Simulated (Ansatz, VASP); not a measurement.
TiAl: VASP beside Ansatz

Contents of INCAR:

```
SYSTEM = TiAl
PREC = Accurate
ENCUT = 520
EDIFF = 1E-7
ISMEAR = 0
SIGMA = 0.05
LREAL = .False.
LASPH = .True.
NELM = 80
ALGO = Normal
ISIF = 2
LWAVE = .False.
LCHARG = .False.
GGA = PE
NBANDS = 14
```

The input KPOINTS:

```
regular mesh
0
Gamma
  11 11 6
  0 0 0
```

POSCAR

```
TiAl
1.0
    2.8672622327      0.0000000000      0.0000000000
   -1.4336311163      2.4831219328      0.0000000000
    0.0000000000      0.0000000000      4.6780830000
Ti Al
1 1
Direct
    0.0000000000      0.0000000000      0.0000000000
    0.3333333333      0.6666666667      0.5000000000
```

The input input.yaml:

```yaml
crystal:
  lattice:
    - [2.8672622327, 0.0, 0.0]
    - [-1.4336311163, 2.4831219328, 0.0]
    - [0.0, 0.0, 4.678083]
  atoms:
    - { symbol: Ti, position: [0.0, 0.0, 0.0] }
    - { symbol: Al, position: [0.3333333333, 0.6666666667, 0.5] }
kpoints:
  mp_grid: { grid: [11, 11, 6] }
scf:
  occupations: { method: gaussian, width: 0.05 }
hamiltonian:
  xc: pbe
  pseudopotentials: { kind: all_electron, lapw: { basis_error: 0.001 } }
output:
  forces: true
  stress: true
  eigenvalues: true
```

The cell comes from a database or a generator and needn't be the stable form of this composition.

Alike in both runs: task single point; functional PBE; k mesh 11 × 11 × 6; occupations gaussian, width 0.05 eV; no spin polarisation.

```csv
,VASP,Ansatz
version,VASP 6.6.1,Ansatz 0.2.0
potentials or method,"VASP PAW PBE potentials, release 64 (Ti_sv, Al)","all-electron LAPW, scalar-relativistic"
plane-wave cutoff (eV),520,see its input
```

```csv
,VASP,Ansatz,Ansatz less VASP
gap on the k mesh at the Fermi level (eV),none,none,-
pressure (GPa),0.1,0.2,+0.08
largest component of the traceless stress (GPa),0.98,1.03,+0.055
```

A gap of «none» marks a metal or a gap that the smearing closes. Ansatz ran all-electron here, so the differences hold the error of VASP's frozen core and of both bases.
